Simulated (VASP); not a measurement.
# KI (Fm-3m) in VASP: a series of runs

Aim: see how the results for KI move with the level of theory and the settings. Levels: PBE0, PBEsol. Tasks: single point.

Program: VASP 6.6.1. These are calculated values, not measurements. Logs are shortened: lines on timing, memory, paths and dates and some standing lists are left out, and cuts for length are marked.

**The experiment to reproduce.**

From a printed reference work, monograph, for a bulk crystal of KI: band gap 6.32 eV.

How close the calculation comes is told below.

## (1) The cell of the first run

Symmetry: Fm-3m, No. 225, cubic system. Conventional cell: a = 6.970 Å, b = 6.970 Å, c = 6.970 Å, α = 90.00°, β = 90.00°, γ = 90.00°. I (site symmetry m-3m) has 6 K at 3.49 Å within 4.6 Å. K (site symmetry m-3m) has 6 I at 3.49 Å within 4.6 Å.

## (2) Single point, PBE0

The input, POSCAR:

```
KI
1.0
    0.0000000000      3.4850289444      3.4850289444
    3.4850289444      0.0000000000      3.4850289444
    3.4850289444      3.4850289444      0.0000000000
I K
1 1
Direct
    0.5000000000      0.5000000000      0.5000000000
    0.0000000000      0.0000000000      0.0000000000
```

The input, INCAR.step1:

```
  PREC = Accurate
  ENCUT = 520
  EDIFF = 1E-5
  ISMEAR = -1
  SIGMA = 0.05
  LREAL = False
  LASPH = True
  NELM = 60
  ALGO = Normal
  ISIF = 2
  LWAVE = True
  LCHARG = False
  GGA = PE
  NBANDS = 15
```

The input, INCAR.step2:

```
  PREC = Accurate
  ENCUT = 520
  EDIFF = 1E-7
  ISMEAR = -1
  SIGMA = 0.05
  LREAL = False
  LASPH = True
  NELM = 60
  ALGO = Normal
  ISIF = 2
  LWAVE = False
  LCHARG = False
  GGA = PE
  LHFCALC = True
  AEXX = 0.25
  PRECFOCK = Normal
  ISTART = 1
  NBANDS = 15
```

The input, KPOINTS:

```
Automatic mesh
0
Gamma
  4 4 4
```

Potentials or basis: VASP PAW PBE potentials, release 64 (I, K_sv).

Run with:

```sh
$ cat potpaw_PBE.64/I/POTCAR potpaw_PBE.64/K_sv/POTCAR > POTCAR
$ cp INCAR.step1 INCAR
$ mpirun -np 1 vasp_std > vasp.out
$ cp INCAR.step2 INCAR
$ mpirun -np 1 vasp_std > vasp.out
```

OUTCAR:

```text
PREC = Accurate
   ENCUT = 520
   EDIFF = 1E-7
   ISMEAR = -1
   LREAL = False
   LASPH = True
   NELM = 60
   ISIF = 2
   GGA = PE
   LHFCALC = True
   AEXX = 0.25
   PRECFOCK = Normal
   ISTART = 1

 ion  position               nearest neighbor table
   1  0.500  0.500  0.500-   2 3.49   2 3.49   2 3.49   2 3.49   2 3.49   2 3.49
   2  0.000  0.000  0.000-   1 3.49   1 3.49   1 3.49   1 3.49   1 3.49   1 3.49

  LATTYP: Found a face centered cubic cell.
 ALAT       =     6.9700578888

  Lattice vectors:

 A1 = (   0.0000000000,   3.4850289444,   3.4850289444)
 A2 = (   3.4850289444,   0.0000000000,   3.4850289444)
 A3 = (   3.4850289444,   3.4850289444,   0.0000000000)

Analysis of symmetry for initial positions (statically):
=====================================================================
 Subroutine PRICEL returns:
 Original cell was already a primitive cell.

 Routine SETGRP: Setting up the symmetry group for a
 face centered cubic supercell.

 Subroutine GETGRP returns: Found 48 space group operations
 (whereof 48 operations were pure point group operations)
 out of a pool of 48 trial point group operations.

The static configuration has the point symmetry O_h .

Analysis of symmetry for dynamics (positions and initial velocities):
=====================================================================
 Subroutine PRICEL returns:
 Original cell was already a primitive cell.

 Routine SETGRP: Setting up the symmetry group for a
 face centered cubic supercell.

 Subroutine GETGRP returns: Found 48 space group operations
 (whereof 48 operations were pure point group operations)
 out of a pool of 48 trial point group operations.

The dynamic configuration has the point symmetry O_h .

 Subroutine INISYM returns: Found 48 space group operations
 (whereof 48 operations are pure point group operations),
 and found     1 'primitive' translations

----------------------------------------------------------------------------------------

                                     Primitive cell

  volume of cell :      84.6543

[... 82 lines left out ...]
   NELECT =      16.0000    total number of electrons
   NUPDOWN=      -1.0000    fix difference up-down
   EMIN   =  10.00;   EMAX   =-10.00  energy-range for DOS
   EFERMI =   0.00;   METHOD = LEGACY
   ISMEAR =    -1;   SIGMA  =   0.05  broadening in eV -4-tet -1-fermi 0-gaus
   EFERMI_NEDOS =   21; number of points for ismear=-14 and -15
   IALGO  =     38    algorithm
   IMIX   =      1    mixing-type and parameters
     AMIX     =   0.40;   BMIX     =  1.00
     AMIX_MAG =   1.60;   BMIX_MAG =  1.00
  volume/ion in A,a.u.               =      42.33       285.64
  Fermi-wavevector in a.u.,A,eV,Ry     =   0.939504  1.775404 12.009413  0.882667
  Thomas-Fermi vector in A             =   2.066822
   LORBIT       =      0    0 simple, 1 ext, 2 COOP (PROOUT), +10 PAW based schemes
   GGA     = PE    functional components
   LHFCALC =     T    Hartree Fock is set to
   PRECFOCK=normal    Normal, Fast or Accurate (Low or Medium for compatibility)
   ENCUT4O =  -1.0   cutoff for four orbital integrals eV
   NKREDX  =     1    reduce k-point grid by
   NKREDY  =     1    reduce k-point grid by
   NKREDZ  =     1    reduce k-point grid by
   AEXX    =    0.2500 exact exchange contribution
   HFSCREEN=    0.0000 screening length (either q_TF or 0.3 A-1)
   HFSCREENC=   0.0000 screening length for correlation (either q_TF or 0.3 A-1)
   ENCUTFOCK=  -1.0 apply spherical cutoff to Coloumb kernel
   IVDW    =     0    specifies the selected vdW correction
   LEPSILON=     F    determine dielectric tensor
   LRPA    =     F    only Hartree local field effects (RPA)
 non-spin polarized calculation
  energy-cutoff  :      520.00
  volume of cell :       84.65
 maximum number of plane-waves:      2284
 NGX is ok and might be reduce to    40
  NGX = 28; NGY = 28; NGZ = 28

 number of electron      16.0000000 magnetization

 Free energy of the ion-electron system (eV)
  ---------------------------------------------------
  ext. energy  EPLUGINS =         0.00000000
  ---------------------------------------------------
  free energy    TOTEN  =        -6.90146752 eV

  energy without entropy =       -6.90146752  energy(sigma->0) =       -6.90146752

 E-fermi :  -0.1480     XC(G=0):  -5.8008

 val. band max:       -1.3125072162   @ k =   0.0000   0.0000   0.0000
 cond. band min:       4.4542989706   @ k =   0.0000   0.0000   0.0000
 fundamental gap:      5.7668061868
 Fermi energy:        -0.1480330539

 k-point     1 :       0.0000    0.0000    0.0000
  band No.  band energies     occupation
      1     -32.1143      2.00000
      2     -14.2419      2.00000
      3     -14.2419      2.00000
      4     -14.2419      2.00000
      5     -12.8123      2.00000
      6      -1.3125      2.00000
      7      -1.3125      2.00000
      8      -1.3125      2.00000
      9       4.4543      0.00000
     10       7.0617      0.00000
     11       7.0617      0.00000
     12       7.0617      0.00000
     13       7.9375      0.00000
     14       7.9375      0.00000
[... 113 lines left out ...]
      2     -14.3134      2.00000
      3     -14.2825      2.00000
      4     -14.2825      2.00000
      5     -12.5381      2.00000
      6      -2.1640      2.00000
      7      -2.1640      2.00000
      8      -2.0079      2.00000
      9       6.9869      0.00000
     10       6.9869      0.00000
     11       7.3122      0.00000
     12       9.0635      0.00000
     13       9.7062      0.00000
     14      10.7980      0.00000
     15      11.2752      0.00000

------------------------ aborting loop because EDIFF is reached ----------------------------------------

  FORCE on cell =-STRESS in cart. coord.  units (eV):
  Direction    XX          YY          ZZ          XY          YZ          ZX
  --------------------------------------------------------------------------------------
  -------------------------------------------------------------------------------------
  Total        0.4996398      0.4996398      0.4996398      0.0000000      0.0000000      0.0000000
  in kB        9.4562395      9.4562395      9.4562395      0.0000000      0.0000000      0.0000000
  external PRESSURE =       9.4562395 kB  Pullay stress =       0.0000000 kB

 VOLUME and BASIS-vectors are now :
 -----------------------------------------------------------------------------
  energy-cutoff  :      520.00
  volume of cell :       84.65
      direct lattice vectors                 reciprocal lattice vectors
     0.000000000  3.485028944  3.485028944    -0.143470831  0.143470831  0.143470831
     3.485028944  0.000000000  3.485028944     0.143470831 -0.143470831  0.143470831
     3.485028944  3.485028944  0.000000000     0.143470831  0.143470831 -0.143470831

 POSITION                                       TOTAL-FORCE (eV/Angst)
 -----------------------------------------------------------------------------------
      3.48503      3.48503      3.48503        -0.000000      0.000000     -0.000000
      0.00000      0.00000      0.00000         0.000000     -0.000000      0.000000
 -----------------------------------------------------------------------------------
    total drift:                               -0.000000     -0.000000     -0.000000

  FREE ENERGIE OF THE ION-ELECTRON SYSTEM (eV)
  ---------------------------------------------------
  free  energy   TOTEN  =        -6.9014675184 eV

  energy  without entropy=       -6.9014675184  energy(sigma->0) =       -6.90146752
```

OUTCAR.step1:

```text
PREC = Accurate
   ENCUT = 520
   EDIFF = 1E-5
   ISMEAR = -1
   LREAL = False
[... 347 lines left out ...]
      3.48503      3.48503      3.48503         0.000000      0.000000      0.000000
      0.00000      0.00000      0.00000         0.000000     -0.000000     -0.000000
 -----------------------------------------------------------------------------------
    total drift:                                0.000000     -0.000000     -0.000000

  FREE ENERGIE OF THE ION-ELECTRON SYSTEM (eV)
  ---------------------------------------------------
  free  energy   TOTEN  =        -5.5351674409 eV

  energy  without entropy=       -5.5351674409  energy(sigma->0) =       -5.53516744
```

Run time: 16 min. Hardware: 1 thread of Intel Xeon Platinum 8375C at 2.90GHz (Ice Lake), shared host; peak memory 0.24 GiB.

What came out:

- Free energy: -6.9015 eV
- Pressure: 0.9 GPa
- Band gap on the k mesh: 5.77 eV

Levels at points of the mesh, in eV from the valence-band top:
| k point | band 4 | band 5 | band 6 | band 7 | band 8 | band 9 | band 10 | band 11 | band 12 | band 13 |
| --- | --- | --- | --- | --- | --- | --- | --- | --- | --- | --- |
| (0.00, 0.00, 0.00) | -12.93 | -11.50 | 0.00 | 0.00 | 0.00 | 5.77 | 8.37 | 8.37 | 8.37 | 9.25 |
| (0.50, 0.00, 0.00) | -12.93 | -11.12 | -1.53 | -0.39 | -0.39 | 7.25 | 9.80 | 10.08 | 10.08 | 10.97 |
| (0.50, 0.50, 0.00) | -12.95 | -11.31 | -1.17 | -0.43 | -0.43 | 6.59 | 7.68 | 10.29 | 10.87 | 11.09 |

Caveat: the PAW data sets were made with another functional, which shifts forces and pressure a little; spin-orbit coupling is left out, which moves the levels of the heavy elements.

## (3) Single point, PBE0

This run uses another cell than the first one, of 43.21 Å³/atom.

The input, POSCAR:

```
KI
1.0
    0.0000000000      3.5090643863      3.5090643863
    3.5090643863      0.0000000000      3.5090643863
    3.5090643863      3.5090643863      0.0000000000
I K
1 1
Direct
    0.5000000000      0.5000000000      0.5000000000
    0.0000000000      0.0000000000      0.0000000000
```

The input, INCAR.step1:

```
PREC = Accurate
ENCUT = 520
EDIFF = 1E-5
ISMEAR = -1
SIGMA = 0.05
LREAL = F
LASPH = T
NELM = 80
ALGO = Normal
ISIF = 2
LWAVE = T
LCHARG = F
GGA = PE
NBANDS = 15
```

The input, INCAR.step2:

```
PREC = Accurate
ENCUT = 520
EDIFF = 1E-7
ISMEAR = -1
SIGMA = 0.05
LREAL = F
LASPH = T
NELM = 80
ALGO = Normal
ISIF = 2
LWAVE = F
LCHARG = F
GGA = PE
LHFCALC = T
AEXX = 0.25
PRECFOCK = Normal
ISTART = 1
NBANDS = 15
```

KPOINTS is that of step 2.

Potentials or basis: VASP PAW PBE potentials, release 64 (I, K_sv).

Run with:

```sh
$ cat potpaw_PBE.64/I/POTCAR potpaw_PBE.64/K_sv/POTCAR > POTCAR
$ cp INCAR.step1 INCAR
$ mpirun -np 1 vasp_std > vasp.out
$ cp INCAR.step2 INCAR
$ mpirun -np 1 vasp_std > vasp.out
```

It took 15 min on 1 thread of Intel Xeon Platinum 8375C at 2.90GHz (Ice Lake), shared host; peak memory 0.24 GiB.

Results (log left out):

```yaml
Free_energy: -6.9103 eV
Pressure: 0.6 GPa
Band_gap_on_the_k_mesh: 5.71 eV
```

Levels at points of the mesh, in eV from the valence-band top:
```tsv
k point	band 6	band 7	band 8	band 9	band 10	band 11
(0.00, 0.00, 0.00)	0.00	0.00	0.00	5.71	8.38	8.38
(0.50, 0.00, 0.00)	-1.48	-0.38	-0.38	7.23	9.73	10.03
(0.50, 0.50, 0.00)	-1.13	-0.42	-0.42	6.63	7.62	10.27
```

Caveat: the PAW data sets were made with another functional, which shifts forces and pressure a little; spin-orbit coupling is left out, which moves the levels of the heavy elements.

(Continued in part 2 of 2.)
